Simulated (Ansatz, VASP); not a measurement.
## One calculation of TePb, two programs

Contents of POSCAR:

```
TePb
1.0
    3.9481954097      0.0000000000      0.0000000000
    0.0000000000      3.9481954097      0.0000000000
    0.0000000000      0.0000000000      3.9481954097
Pb Te
1 1
Direct
    0.0000000000      0.0000000000      0.0000000000
    0.5000000000      0.5000000000      0.5000000000
```

Contents of INCAR.step1:

```
SYSTEM = TePb
PREC = Accurate
ENCUT = 520
EDIFF = 1E-5
ISMEAR = -1
SIGMA = 0.05
LREAL = .FALSE.
LASPH = .TRUE.
NELM = 100
ALGO = Normal
ISIF = 2
LWAVE = .TRUE.
LCHARG = .FALSE.
NBANDS = 17
GGA = PE
```

Contents of INCAR.step2:

```
SYSTEM = TePb
PREC = Accurate
ENCUT = 520
EDIFF = 1E-6
ISMEAR = -1
SIGMA = 0.05
LREAL = .FALSE.
LASPH = .TRUE.
NELM = 100
ALGO = Normal
ISIF = 2
LWAVE = .FALSE.
LCHARG = .FALSE.
METAGGA = R2SCAN
LHFCALC = .TRUE.
AEXX = 0.25
LMIXTAU = .TRUE.
PRECFOCK = Normal
HFRCUT = -1
NBANDS = 17
ISTART = 1
```

Contents of KPOINTS:

```
regular mesh
0
G
  4 4 4
  0 0 0
```

Contents of input.yaml:

```yaml
crystal:
  lattice:
    - [3.9481954097, 0.0, 0.0]
    - [0.0, 3.9481954097, 0.0]
    - [0.0, 0.0, 3.9481954097]
  atoms:
    - { symbol: Pb, position: [0.0, 0.0, 0.0] }
    - { symbol: Te, position: [0.5, 0.5, 0.5] }
hamiltonian:
  xc: r2scan0
  pseudopotentials: { kind: paw }
kpoints:
  mp_grid: { grid: [4, 4, 4] }
scf:
  occupations: { method: fermi_dirac, width: 0.05 }
output:
  forces: true
  stress: true
  eigenvalues: true
  write_density: true
  write_potential: true
  elf: true
  volumetric_format: npy
```

Measurements of this composition are mostly on another form, of space group No. 225.

Alike in both runs: task single point; functional r2SCAN0; k mesh 4 × 4 × 4; occupations fermi-dirac, width 0.05 eV; no spin polarisation.

|  | VASP | Ansatz |
| --- | --- | --- |
| version | VASP 6.6.1 | Ansatz 0.2.0 |
| potentials or method | VASP PAW PBE potentials, release 64 (Pb_d, Te) | Ansatz PAW |
| plane-wave cutoff (eV) | 520 | 500 |
| valence electrons in the cell | 20 | 30 |

VASP gave:

```
gap on the k mesh at the Fermi level (eV) : none
pressure (GPa)                            : 1.3
```

Estimate Ansatz's values.

gap on the k mesh at the Fermi level (eV): none; pressure (GPa): 1.7.

A gap of «none» marks a metal or a gap that the smearing closes. The two sets of potentials don't hold the same shells in valence.

Caveats: the k mesh is coarse (spacing up to 0.40 Å⁻¹), so the values aren't converged, least of all with exact exchange; the PAW data sets were made with another functional, which shifts forces and pressure a little (VASP); the PAW data sets come from PBE, with cores solved anew for the run's functional, which leaves a small shift of forces and pressure (Ansatz); the thresholds are loose for stress (Ansatz). The runs have no spin-orbit coupling, so splittings on Pb, Te are missing.
